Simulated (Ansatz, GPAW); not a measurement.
## Sn: 3 runs at one level of theory

```
CELL_PARAMETERS angstrom
0.00000 3.23334 3.23334
3.23334 0.00000 3.23334
3.23334 3.23334 0.00000
ATOMIC_POSITIONS crystal
Sn 0.75000 0.75000 0.75000
Sn 0.50000 0.50000 0.50000
```

This isn't the form of Sn at room conditions, which is tetragonal (white tin).

Alike in all runs: task single point; functional PBE; k mesh 7 × 7 × 7; occupations gaussian, width 0.012 eV; no spin polarisation; no spin-orbit coupling. Pressure is positive in compression and, in plane waves, holds the error of the finite cutoff, which Ansatz's Pulay term estimates and takes out.

```json
{"program and potentials": "Ansatz, Ansatz PAW", "plane-wave cutoff (eV)": "420", "notes": "Pulay term of +0.03 GPa included", "pressure (GPa)": "3.83"}
{"program and potentials": "Ansatz, all-electron LAPW, scalar-relativistic", "plane-wave cutoff (eV)": "-", "notes": "-", "pressure (GPa)": "3.83"}
{"program and potentials": "GPAW, GPAW PAW data sets (gpaw-data 1.2.1)", "plane-wave cutoff (eV)": "600", "notes": "-", "pressure (GPa)": "3.54"}
```

The pressure spans 3.54 (GPAW, GPAW PAW data sets (gpaw-data 1.2.1)) to 3.83 GPa (Ansatz, Ansatz PAW), with all-electron results at 3.83.

The functional is the same throughout but for its coding, so the spread measures potentials, basis and numerics; runs on potential files found faulty are left out.
